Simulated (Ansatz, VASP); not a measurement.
**Two plane-wave programs on BP**

Contents of INCAR:

```
PREC     = Accurate       # precision mode
ENCUT    = 600            # plane-wave cutoff, eV
EDIFF    = 1E-6           # SCF threshold, eV
ISMEAR   = 0              # smearing method
SIGMA    = 0.02           # smearing width, eV
LREAL    = False          # projectors in reciprocal space
LASPH    = True           # aspherical terms in the spheres
NELM     = 60             # most SCF steps
ALGO     = Normal         # electronic algorithm
ISIF     = 3              # what is computed and relaxed
LWAVE    = False          # write WAVECAR
LCHARG   = False          # write CHGCAR
GGA      = PE             # functional
IBRION   = 2              # ionic algorithm
NSW      = 100            # ionic steps
EDIFFG   = -0.005         # ionic threshold
```

File KPOINTS:

```
Automatic mesh
0
Gamma
  10 10 10
```

Contents of POSCAR:

```
BP
1.0
    0.0000000000      2.2690000000      2.2690000000
    2.2690000000      0.0000000000      2.2690000000
    2.2690000000      2.2690000000      0.0000000000
B P
1 1
Direct
    0.0000000000      0.0000000000      0.0000000000
    0.7500000000      0.7500000000      0.7500000000
```

Input for Ansatz:

```yaml
crystal:
  lattice:
    - [0.0, 2.269, 2.269]
    - [2.269, 0.0, 2.269]
    - [2.269, 2.269, 0.0]
  atoms:
    - { symbol: B, position: [0.0, 0.0, 0.0] }
    - { symbol: P, position: [0.75, 0.75, 0.75] }
basis:
  ecutwfc: 420
kpoints:
  mp_grid: { grid: [10, 10, 10] }
hamiltonian:
  xc: pbe
scf:
  occupations: { method: gaussian, width: 0.02 }
output:
  forces: true
  stress: true
  eigenvalues: true
relax:
  adjacent_minimum: "off"
  f_tol: 0.005
  max_steps: 80
  cell: { stress_tol: 0.05 }
```

Alike in both runs: task relaxation of cell and atoms; functional PBE; k mesh 10 × 10 × 10; occupations gaussian, width 0.02 eV; no spin polarisation.

|  | VASP | Ansatz |
| --- | --- | --- |
| version | VASP 6.6.1 | Ansatz 0.2.0 |
| potentials or method | VASP PAW PBE potentials, release 64 (B, P) | scalar-relativistic, plane waves, PAW |
| plane-wave cutoff (eV) | 600 | 420 |
| valence electrons in the cell | 8 | 8 |

Ansatz gave:

- gap on the k mesh at the Fermi level, each at its own relaxed structure (eV): 1.25
- relaxed volume (Å³/atom): 11.76
- relaxed cell length with the largest relative difference (Å): 3.216

Q: Which values does VASP return?

A: gap on the k mesh at the Fermi level, each at its own relaxed structure (eV): 1.25; relaxed volume (Å³/atom): 11.75; relaxed cell length with the largest relative difference (Å): 3.215.

A k mesh can miss the band edges. Zero-point motion and thermal expansion aren't in these numbers. PBE usually gives volumes a little too large and moduli too small.
